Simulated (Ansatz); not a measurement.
# LiBr: changes ranked by their effect on the pressure

```yaml
crystal:
  lattice:
    - [0.00000, 2.74450, 2.74450]
    - [2.74450, 0.00000, 2.74450]
    - [2.74450, 2.74450, 0.00000]
  atoms:
    - { symbol: Li, position: [0.00000, 0.00000, 0.00000] }
    - { symbol: Br, position: [0.50000, 0.50000, 0.50000] }
```

Atom numbers follow the list: Li1, Br2.

The cell is COD entry 1011363, as deposited and not checked against the literature; nothing was relaxed. It is an old determination, and later ones may differ.

Method: DFT, PBE, all-electron LAPW, scalar-relativistic in Ansatz 0.2.0.

Sampling and basis: a Γ-centred 8×8×8 k mesh, Fermi–Dirac smearing of 0.03 eV, basis error target 1 meV/atom, no spin polarisation.

In this reference run the pressure is 0.3 GPa (positive in compression). Each change below is made alone, on the same k mesh, with fractional coordinates held unless an atom is moved; x, y and z are the Cartesian axes.

(1) Order the changes by the shift of the pressure, most negative first.
A. functional lda
B. no relativity
C. volume scaled by 1.02
D. functional pbesol
E. volume scaled by 0.98

Answers

(1) A (-3.0 GPa), D (-1.5 GPa), C (-0.5 GPa), B (+0.2 GPa), E (+0.6 GPa).
